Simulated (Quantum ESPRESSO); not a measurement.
## PtS2 under changes of volume

One of the cells (18.261 Å³/atom); the others are scaled copies at fixed shape and fractional positions:

```
Pt S
1.0
     3.54320    0.00000    0.00000
    -1.77160    3.06850    0.00000
     0.00000    0.00000    5.03880
Pt S
1 2
Direct
  0.00000 0.00000 0.00000
  0.66667 0.33333 0.77300
  0.33333 0.66667 0.22700
```

* Program: Quantum ESPRESSO 7.5
* Functional: PBEsol
* Dispersion: D3
* Potentials or basis: PseudoDojo 0.4.1 SR PBEsol standard
* Cutoff: 1714 eV
* Density cutoff: 6857 eV
* k mesh: 6 × 6 × 4
* Occupations: fixed
* Spin: no spin polarisation
* Hubbard terms: Pt d U = 8 eV

| volume (Å³/atom) | energy over the lowest point (meV/atom) | pressure (GPa) | gap on the mesh (eV) | largest force (eV/Å) |
| --- | --- | --- | --- | --- |
| 17.165 | ? | ? | ? | ? |
| 17.531 | 55.06 | 13.1 | 0.82 | 1.825 |
| 17.896 | 29.63 | 9.2 | 0.78 | 1.475 |
| 18.261 | 12.54 | 5.8 | 0.73 | 1.154 |
| 18.626 | 2.92 | 2.7 | 0.69 | 0.858 |
| 18.992 | 0.00 | -0.1 | 0.65 | 0.585 |
| 19.357 | 3.08 | -2.6 | 0.62 | 0.333 |

What does the run at 17.165 Å³/atom give?

Energy over the lowest point 89.81 meV/atom; pressure 17.4 GPa; gap on the mesh 0.85 eV; largest force 2.205 eV/Å.

Worked out: A Birch-Murnaghan fit of order 3 (a polynomial in V^(-2/3)) to the other rows has its minimum at 18.98 Å³/atom with B0 = V·E''(V) = 137 GPa and B' = 4.7 at fixed shape and positions, which overstates the stiffness. It gives 89.93 meV/atom at 17.165 Å³/atom, against the run's 89.81, and -dE/dV = 17.5 GPa, against 17.4. A straight line through the other rows of the gap, of slope -2.06 eV per unit of ln V, extrapolates to 0.86 eV, against the run's 0.85.

Energies are extrapolated to zero smearing.

Caveats: spin-orbit coupling is left out, which moves the levels of the heavy elements; forces of over 1 eV/Å show positions far from the minimum, so gaps and moduli don't describe the material at rest (some runs).

A mesh can miss the band edges.
